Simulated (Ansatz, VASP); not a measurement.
# Two plane-wave programs on Pt

```
CELL_PARAMETERS angstrom
-1.60728 1.60728 1.60728
1.60728 -1.60728 1.60728
1.60728 1.60728 -1.60728
ATOMIC_POSITIONS crystal
Pt 0.00000 0.00000 0.00000
```

Change from the starting cell: strain +0.030 along x and y, +0.030 along z, atoms carried along.

Alike in both runs: task single point; functional PBEsol; k mesh 26 × 26 × 26; occupations gaussian, width 0.15 eV; no spin polarisation.

|  | VASP | Ansatz |
| --- | --- | --- |
| version | VASP 6.6.1 | Ansatz 0.2.0 |
| potentials or method | VASP PAW PBE potentials, release 64 (Pt) | scalar-relativistic, plane waves, PAW |
| plane-wave cutoff (eV) | 520 | 420 |
| valence electrons in the cell | 10 | 18 |

|  | VASP | Ansatz | Ansatz less VASP |
| --- | --- | --- | --- |
| gap on the k mesh at the Fermi level (eV) | none | none | - |
| pressure (GPa) | -19.5 | -19.2 | +0.32 |

A gap of «none» marks a metal or a gap that the smearing closes. The two sets of potentials don't hold the same shells in valence.

Caveats: so large a pressure means that the cell lies far from this level's equilibrium, or that cutoff or potentials fall short (VASP); the potentials were made for another functional, which shifts forces and pressure (VASP). The runs have no spin-orbit coupling, so splittings on Pt are missing.
